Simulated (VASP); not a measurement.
# Si in VASP: relaxation of the atoms with PBE

Aim: the relaxation of the atoms of Si with PBE.

All numbers are computed with VASP 6.6.1; they aren't measurements. Logs are shortened: lines on timing, memory, paths and dates and some standing lists are left out, and cuts for length are marked.

## Step 1: The structure

The cell holds a slab with vacuum, 12 atoms: a = 7.734 Å, b = 3.867 Å, c = 21.436 Å, α = 90.00°, β = 90.00°, γ = 90.00°.

The cell was built by a generator and needn't be a form met in nature.

## Step 2: Relaxation of the atoms, PBE

INCAR

```
SYSTEM = Si
PREC = Accurate
ENCUT = 700
EDIFF = 1E-7
ISMEAR = 0
SIGMA = 0.03
LREAL = .False.
LASPH = .True.
NELM = 120
ALGO = Fast
ISIF = 2
LWAVE = .False.
LCHARG = .False.
LDIPOL = .True.
IDIPOL = 3
DIPOL = 0.5 0.5 0.500
GGA = PE
IBRION = 2
NSW = 90
EDIFFG = -0.01
ISYM = 0
KPAR = 4
```

KPOINTS

```
Automatic mesh
0
Gamma
  4 7 1
  0 0 0
```

POSCAR

```
Si
1.0
    7.7338814500      0.0000000000      0.0000000000
    0.0000000000      3.8669407200      0.0000000000
    0.0000000000      0.0000000000     21.4358500000
Si
12
Direct
   -0.0930968500      0.0000000000      0.3545462400
    0.5930968500      1.0000000000      0.3265557500
    0.5000000000      0.5000000000      0.4043306000
    0.0000000000      0.5000000000      0.4043306000
    0.2500000000      0.5000000000      0.4681102000
    0.7500000000      0.5000000000      0.4681102000
    0.7500000000      1.0000000000      0.5318898000
    0.2500000000      0.0000000000      0.5318898000
    0.5000000000      0.0000000000      0.5956694000
    0.0000000000      0.0000000000      0.5956694000
   -0.0930968500      0.5000000000      0.6454537600
    0.5930968500      0.5000000000      0.6734442500
```

Potentials or basis: VASP PAW PBE potentials, release 64 (Si).

On the command line:

```sh
cat potpaw_PBE.64/Si/POTCAR > POTCAR
mpirun -np 4 vasp_std > vasp.out
```

OUTCAR:

```text
SYSTEM = Si
   PREC = Accurate
   ENCUT = 700
   EDIFF = 1E-7
   ISMEAR = 0
   LREAL = .False.
   LASPH = .True.
   NELM = 120
   ISIF = 2
   GGA = PE
   IBRION = 2
   NSW = 90
   EDIFFG = -0.01
   ISYM = 0

 ion  position               nearest neighbor table
   1  0.907  0.000  0.355-   4 2.32   4 2.32   2 2.50
   2  0.593  0.000  0.327-   1 2.50   3 2.65   3 2.65
   3  0.500  0.500  0.404-   5 2.37   6 2.37   2 2.65   2 2.65
   4  0.000  0.500  0.404-   1 2.32   1 2.32   6 2.37   5 2.37
   5  0.250  0.500  0.468-   8 2.37   8 2.37   3 2.37   4 2.37
   6  0.750  0.500  0.468-   7 2.37   7 2.37   3 2.37   4 2.37
   7  0.750  0.000  0.532-   6 2.37   6 2.37  10 2.37   9 2.37
   8  0.250  0.000  0.532-   5 2.37   5 2.37  10 2.37   9 2.37
   9  0.500  0.000  0.596-   7 2.37   8 2.37  12 2.65  12 2.65
  10  0.000  0.000  0.596-  11 2.32  11 2.32   7 2.37   8 2.37
  11  0.907  0.500  0.645-  10 2.32  10 2.32  12 2.50
  12  0.593  0.500  0.673-  11 2.50   9 2.65   9 2.65

IMPORTANT INFORMATION: All symmetrisations will be switched off!
NOSYMM: (Re-)initialisation of all symmetry stuff for point group C_1.

----------------------------------------------------------------------------------------

                                     Primitive cell

  volume of cell :     641.0704

  direct lattice vectors                    reciprocal lattice vectors
     7.733881450  0.000000000  0.000000000     0.129301180  0.000000000  0.000000000
     0.000000000  3.866940720  0.000000000     0.000000000  0.258602361  0.000000000
     0.000000000  0.000000000 21.435850000     0.000000000  0.000000000  0.046650821

  length of vectors
     7.733881450  3.866940720 21.435850000     0.129301180  0.258602361  0.046650821

  position of ions in fractional coordinates (direct lattice)
     0.906903150  0.000000000  0.354546240
     0.593096850  0.000000000  0.326555750
     0.500000000  0.500000000  0.404330600
     0.000000000  0.500000000  0.404330600
     0.250000000  0.500000000  0.468110200
     0.750000000  0.500000000  0.468110200
     0.750000000  0.000000000  0.531889800
     0.250000000  0.000000000  0.531889800
     0.500000000  0.000000000  0.595669400
     0.000000000  0.000000000  0.595669400
     0.906903150  0.500000000  0.645453760
     0.593096850  0.500000000  0.673444250

  ion indices of the primitive-cell ions
   primitive index   ion index
                 1           1
                 2           2
                 3           3
                 4           4
                 5           5
                 6           6
                 7           7
                 8           8
                 9           9
                10          10
                11          11
                12          12

----------------------------------------------------------------------------------------

 KPOINTS: Automatic mesh

Automatic generation of k-mesh.
 Grid dimensions read from file:
 generate k-points for:    4    7    1

 Generating k-lattice:

  Cartesian coordinates                     Fractional coordinates (reciprocal lattice)
     0.032325295  0.000000000  0.000000000     0.250000000  0.000000000  0.000000000
     0.000000000  0.036943194  0.000000000     0.000000000  0.142857143  0.000000000
     0.000000000  0.000000000  0.046650821     0.000000000  0.000000000  1.000000000

  Length of vectors
     0.032325295  0.036943194  0.046650821

  Shift w.r.t. Gamma in fractional coordinates (k-lattice)
     0.000000000  0.000000000  0.000000000

 Subroutine IBZKPT returns following result:
 ===========================================

 Found     15 irreducible k-points:

 Following reciprocal coordinates:
            Coordinates               Weight
  0.000000  0.000000  0.000000      1.000000
  0.250000  0.000000  0.000000      2.000000
  0.500000  0.000000  0.000000      1.000000
  0.000000  0.142857  0.000000      2.000000
  0.250000  0.142857  0.000000      2.000000
 -0.250000  0.142857  0.000000      2.000000
  0.500000  0.142857  0.000000      2.000000
  0.000000  0.285714  0.000000      2.000000
  0.250000  0.285714  0.000000      2.000000
 -0.250000  0.285714  0.000000      2.000000
  0.500000  0.285714  0.000000      2.000000
  0.000000  0.428571  0.000000      2.000000
  0.250000  0.428571  0.000000      2.000000
 -0.250000  0.428571  0.000000      2.000000
  0.500000  0.428571  0.000000      2.000000
   k-points           NKPTS =     15   k-points in BZ     NKDIM =     15   number of bands    NBANDS=     31
   number of dos      NEDOS =    301   number of ions     NIONS =     12
   total plane-waves  NPLWV = 483840
   dimension x,y,z NGX =    70 NGY =   36 NGZ =  192
   dimension x,y,z NGXF=   140 NGYF=   72 NGZF=  384
   ions per type =              12
   NGX,Y,Z   is equivalent  to a cutoff of  15.05, 15.48, 14.89 a.u.
   NGXF,Y,Z  is equivalent  to a cutoff of  30.09, 30.95, 29.78 a.u.
 SYSTEM =  Si
   PREC   = accura    normal or accurate (medium, high low for compatibility)
   ISTART =      0    job   : 0-new  1-cont  2-samecut
   ICHARG =      2    charge: 1-file 2-atom 10-const
   ISPIN  =      1    spin polarized calculation?
   LNONCOLLINEAR =      F non collinear calculations
   LSORBIT =      F    spin-orbit coupling
   LASPH  =      T    aspherical Exc in radial PAW
   ENCUT  =  700.0 eV  51.45 Ry    7.17 a.u.  16.68  8.34 46.24*2*pi/ulx,y,z
   NELM   =    120;   NELMIN=  2; NELMDL= -5     # of ELM steps
   EDIFF  = 0.1E-06   stopping-criterion for ELM
   LREAL  =      F    real-space projection
   EDIFFG = -.1E-01   stopping-criterion for IOM
   NSW    =     90    number of steps for IOM
   IBRION =      2    ionic relax: 0-MD 1-quasi-New 2-CG
   NFREE  =      1    steps in history (QN), initial steepest desc. (CG)
   ISIF   =      2    stress and relaxation
   ISYM   =      0    0-nonsym 1-usesym 2-fastsym
   POTIM  = 0.5000    time-step for ionic-motion
   TEBEG  =    0.0;   TEEND  =   0.0 temperature during run
   PSTRESS=    0.0 pullay stress
   NELECT =      48.0000    total number of electrons
   NUPDOWN=      -1.0000    fix difference up-down
   EMIN   =  10.00;   EMAX   =-10.00  energy-range for DOS
   EFERMI =   0.00;   METHOD = LEGACY
   ISMEAR =     0;   SIGMA  =   0.03  broadening in eV -4-tet -1-fermi 0-gaus
   EFERMI_NEDOS =   21; number of points for ismear=-14 and -15
   IALGO  =     68    algorithm
   IMIX   =      4    mixing-type and parameters
     AMIX     =   0.40;   BMIX     =  1.00
     AMIX_MAG =   1.60;   BMIX_MAG =  1.00
  volume/ion in A,a.u.               =      53.42       360.51
  Fermi-wavevector in a.u.,A,eV,Ry     =   0.690007  1.303924  6.477860  0.476109
  Thomas-Fermi vector in A             =   1.771253
   LORBIT       =      0    0 simple, 1 ext, 2 COOP (PROOUT), +10 PAW based schemes
   GGA     = PE    functional components
   LHFCALC =     F    Hartree Fock is set to
   AEXX    =    0.0000 exact exchange contribution
   IVDW    =     0    specifies the selected vdW correction
   LEPSILON=     F    determine dielectric tensor
   LRPA    =     F    only Hartree local field effects (RPA)
 conjugate gradient relaxation of ions
 non-spin polarized calculation
 RMM-DIIS sequential band-by-band and
 Gauss-broadening in eV      SIGMA  =   0.03
  energy-cutoff  :      700.00
  volume of cell :      641.07
 maximum number of plane-waves:     27042
 NGX is ok and might be reduce to    70
   NGX = 33   NGY = 17   NGZ = 93

--------------------------------------- Ionic step        1  -------------------------------------------

 number of electron      48.0000000 magnetization

 Free energy of the ion-electron system (eV)
  ---------------------------------------------------
  ext. energy  EPLUGINS =         0.00000000
  ---------------------------------------------------
  free energy    TOTEN  =       -58.84043195 eV

  energy without entropy =      -58.83768249  energy(sigma->0) =      -58.83905722

------------------------ aborting loop because EDIFF is reached ----------------------------------------

  FORCE on cell =-STRESS in cart. coord.  units (eV):
  Direction    XX          YY          ZZ          XY          YZ          ZX
  --------------------------------------------------------------------------------------
  -------------------------------------------------------------------------------------
  Total       -5.1775850     -6.2898010     -2.9656996     -0.0000007     -0.0000028     -0.0000011
  in kB      -12.9399348    -15.7196095     -7.4119420     -0.0000018     -0.0000069     -0.0000027
  external PRESSURE =     -12.0238287 kB  Pullay stress =       0.0000000 kB
[... 119 lines left out ...]
  FREE ENERGIE OF THE ION-ELECTRON SYSTEM (eV)
  ---------------------------------------------------
  free  energy   TOTEN  =       -59.4535947368 eV

  energy  without entropy=      -59.4470257111  energy(sigma->0) =      -59.45031022

[... ionic steps 4 to 24 ...]

--------------------------------------- Ionic step       25  -------------------------------------------

 number of electron      47.9999998 magnetization

------------------------ aborting loop because EDIFF is reached ----------------------------------------

  FORCE on cell =-STRESS in cart. coord.  units (eV):
  Direction    XX          YY          ZZ          XY          YZ          ZX
  --------------------------------------------------------------------------------------
  -------------------------------------------------------------------------------------
  Total       -4.8870430      1.4505875      0.0503310      0.0000000      0.0000009      0.0000213
  in kB      -12.2138057      3.6253403      0.1257883      0.0000000      0.0000023      0.0000532
  external PRESSURE =      -2.8208923 kB  Pullay stress =       0.0000000 kB
[... 73 lines left out ...]
  FREE ENERGIE OF THE ION-ELECTRON SYSTEM (eV)
  ---------------------------------------------------
  free  energy   TOTEN  =       -60.1007009356 eV

  energy  without entropy=      -60.1007009356  energy(sigma->0) =      -60.10070094

 dipolmoment           0.000000      0.000000      0.000052 electrons x Angstroem

--------------------------------------- Ionic step       27  -------------------------------------------

 number of electron      47.9999998 magnetization

 dipolmoment           0.000000      0.000000     -0.000011 electrons x Angstroem

 Free energy of the ion-electron system (eV)
  ---------------------------------------------------
  ext. energy  EPLUGINS =         0.00000000
  ---------------------------------------------------
  free energy    TOTEN  =       -60.10076173 eV

  energy without entropy =      -60.10076173  energy(sigma->0) =      -60.10076173

 E-fermi :  -0.6997     XC(G=0):  -4.2553

 val. band max:       -0.8472155487   @ k =   0.5000   0.1429   0.0000
 cond. band min:      -0.5516011694   @ k =   0.0000   0.4286   0.0000
 fundamental gap:      0.2956143792
 Fermi energy:        -0.6997068497

 k-point     1 :       0.0000    0.0000    0.0000
  band No.  band energies     occupation
      1     -12.8816      2.00000
      2     -12.0375      2.00000
      3     -10.8822      2.00000
      4     -10.1594      2.00000
      5      -9.9326      2.00000
      6      -9.6555      2.00000
[... 499 lines left out ...]
     30       1.1896      0.00000
     31       2.1276      0.00000

------------------------ aborting loop because EDIFF is reached ----------------------------------------

 vacuum level on the upper side and lower side of the slab       (xc-potential included)        -0.006        -0.006

  FORCE on cell =-STRESS in cart. coord.  units (eV):
  Direction    XX          YY          ZZ          XY          YZ          ZX
  --------------------------------------------------------------------------------------
  -------------------------------------------------------------------------------------
  Total       -4.9143642      1.4533265      0.0455805      0.0000000      0.0000000      0.0000309
  in kB      -12.2820874      3.6321858      0.1139158      0.0000000      0.0000001      0.0000772
  external PRESSURE =      -2.8453286 kB  Pullay stress =       0.0000000 kB

 VOLUME and BASIS-vectors are now :
 -----------------------------------------------------------------------------
  energy-cutoff  :      700.00
  volume of cell :      641.07
      direct lattice vectors                 reciprocal lattice vectors
     7.733881450  0.000000000  0.000000000     0.129301180  0.000000000  0.000000000
     0.000000000  3.866940720  0.000000000     0.000000000  0.258602361  0.000000000
     0.000000000  0.000000000 21.435850000     0.000000000  0.000000000  0.046650821
[... 18 lines left out ...]
  FREE ENERGIE OF THE ION-ELECTRON SYSTEM (eV)
  ---------------------------------------------------
  free  energy   TOTEN  =       -60.1007617336 eV

  energy  without entropy=      -60.1007617336  energy(sigma->0) =      -60.10076173

 reached required accuracy - stopping structural energy minimisation

 vacuum level on the upper side and lower side of the slab         4.099         4.099
```

Wall time 40 min (4 MPI ranks of AMD EPYC 9R45 (Zen 5), shared host); peak memory 1.2 GiB.

Results:

```
Free energy                  : -60.1008 eV
Energy gained by relaxing    : 105.0 meV/atom
Ionic steps                  : 27
Largest force after relaxing : 0.010 eV/Å
Band gap on the k mesh       : 0.30 eV, indirect (least direct gap 0.53 eV)
```

Forces in eV/Å, atoms in the order of the input:
```
Si  -0.006  0.000 -0.008
Si   0.001  0.000  0.000
Si   0.001  0.000  0.005
Si   0.002  0.000 -0.008
Si   0.001  0.000  0.009
Si   0.000  0.000 -0.005
Si   0.000  0.000  0.005
Si   0.001  0.000 -0.009
Si   0.001  0.000 -0.005
Si   0.002  0.000  0.008
Si  -0.006  0.000  0.008
Si   0.001  0.000  0.000
```

Step by step:
```
step  energy change (eV)  largest force (eV/Å)  pressure (GPa)
   1              0.0000                1.4610           -1.20
   2             -0.3272                0.9539           -1.25
   3             -0.6132                1.2059           -0.93
   4             -0.6529                1.0137           -1.10
   5             -0.8572                0.6020           -0.97
   6             -0.8754                0.8352           -0.88
   7             -0.9721                0.4879           -0.84
   8             -1.0033                0.4581           -0.77
   9             -1.0680                0.4607           -0.72
  10             -1.1877                0.5231           -0.56
  11             -1.2403                0.2053           -0.47
  12             -1.2403                0.2021           -0.47
  13             -1.2514                0.1061           -0.44
  14             -1.2520                0.1318           -0.42
  15             -1.2566                0.0650           -0.39
  16             -1.2567                0.0776           -0.39
  17             -1.2580                0.0355           -0.38
  18             -1.2581                0.0496           -0.38
  19             -1.2590                0.0330           -0.37
  20             -1.2591                0.0406           -0.36
  21             -1.2596                0.0312           -0.34
  22             -1.2596                0.0355           -0.34
  23             -1.2600                0.0231           -0.31
  24             -1.2601                0.0270           -0.30
  25             -1.2603                0.0191           -0.28
  26             -1.2603                0.0173           -0.28
  27             -1.2603                0.0099           -0.28
```

Final structure:
```
CELL_PARAMETERS angstrom
7.73388 0.00000 0.00000
0.00000 3.86694 0.00000
0.00000 0.00000 21.43585
ATOMIC_POSITIONS crystal
Si 0.86184 0.00000 0.37307
Si 0.57530 0.00000 0.33743
Si 0.52268 0.50000 0.40167
Si 0.01151 0.50000 0.40231
Si 0.26758 0.50000 0.46671
Si 0.76108 0.50000 0.46955
Si 0.76108 0.00000 0.53045
Si 0.26758 0.00000 0.53329
Si 0.52268 0.00000 0.59833
Si 0.01151 0.00000 0.59769
Si 0.86184 0.50000 0.62693
Si 0.57530 0.50000 0.66257
```
